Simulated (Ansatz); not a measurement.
Runs of Ansatz 0.2.0 on HfO2. Symmetry: P2_1/c, No. 14, monoclinic system. The conventional cell has a = 5.118 Å, b = 5.186 Å, c = 5.284 Å, α = 90.00°, β = 99.35°, γ = 90.00°. Hf (site symmetry 1) has 7 O at 2.03 to 2.25 Å as nearest neighbours. O (site symmetry 1) has 3 Hf at 2.03 to 2.12 Å as nearest neighbours. Around O (site symmetry 1) lie 4 Hf at 2.14 to 2.25 Å. 

| task | level | potentials or basis | U | cell | k mesh | cutoff (eV) | hubbard projectors | double counting | gap on the mesh (eV) | pressure (GPa) | V0 of scaled cells (Å³/atom) | relaxed volume (Å³/atom) | B0 (GPa) | largest force (eV/Å) |
| --- | --- | --- | --- | --- | --- | --- | --- | --- | --- | --- | --- | --- | --- | --- |
| equation of state | PBE | JTH PAW | - | as given | 5 × 5 × 5 | 1380 | - | - | - | - | 11.69 | - | 238 | - |
| relaxation of cell and atoms | PBE+U | Ansatz PAW | Hf d U = 1 eV | relaxed | 5 × 5 × 5 | 420 | ortho-atomic (the default) | fll (the default) | 4.26 | 0.0 | - | 11.90 | - | 0.01 |
| relaxation of cell and atoms | revPBE+D4 | Ansatz PAW | - | relaxed | 5 × 5 × 5 | 420 | - | - | 4.18 | 0.0 | - | (a) | - | - |
| equation of state | m-r2SCAN | Ansatz PAW | - | as given | 5 × 5 × 5 | 500 | - | - | - | - | (b) | - | 255 | - |
| single point | PBE | Ansatz PAW | - | as given | 4 × 4 × 4 | 420 | - | - | 4.15 | 5.9 | - | - | - | 0.48 |

Alike in all rows: no spin polarisation; smearing fermi-dirac 0.05 eV.

Question: Estimate the missing entries.

Answer: (a) 11.62; (b) 11.55.

Caveats: spin-orbit coupling is left out, which moves the levels of the heavy elements (some runs); the cell was scaled at fixed shape and fractional positions, which overstates the stiffness of a crystal with free parameters, most of all of layers and chains (some runs); odd divisions of the mesh miss points on the zone boundary, where band edges often lie, so the gap on the mesh can be too wide (some runs); the plane-wave basis is chosen anew once the cell has moved, so the energies of steps on either side of that aren't comparable (some runs); the PAW data sets come from PBE, with cores solved anew for the run's functional, which leaves a small shift of forces and pressure (some runs); the PAW data sets were made with another functional, which shifts forces and pressure a little (some runs).

A k mesh can miss the band edges, and the runs leave out spin-orbit coupling on Hf.
